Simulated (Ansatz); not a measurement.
MnS in Ansatz: the effect of functional

The system is MnS.

```
Mn S
1.0
     0.00000    2.60450    2.60450
     2.60450    0.00000    2.60450
     2.60450    2.60450    0.00000
Mn S
1 1
Direct
  0.00000 0.00000 0.00000
  0.50000 0.50000 0.50000
```

Alike in all runs:

```yaml
Program: Ansatz 0.2.0
Task: band structure
Potentials_or_basis: all-electron LAPW, scalar-relativistic
Cutoff: 217 eV (chosen from the basis error)
Basis_error_allowed: 0.001 eV/atom
k_mesh: 9 × 9 × 9
Occupations: fermi-dirac, width 0.05 eV
Spin: collinear spin, ferromagnetic start
Starting_moments: "[4.0, 0.0] μB"
```

```csv
functional,pressure (GPa),moment (μB)
PBE,-2.9,4.71
LDA,-11.6,4.57
PBEsol,?,?
```

**Question.** What does the run with functional PBEsol give?

**Answer.** Pressure -7.3 GPa; moment 4.69 μB.

Caveats: a cell with one magnetic atom can't hold antiferromagnetic order, which such compounds often take.
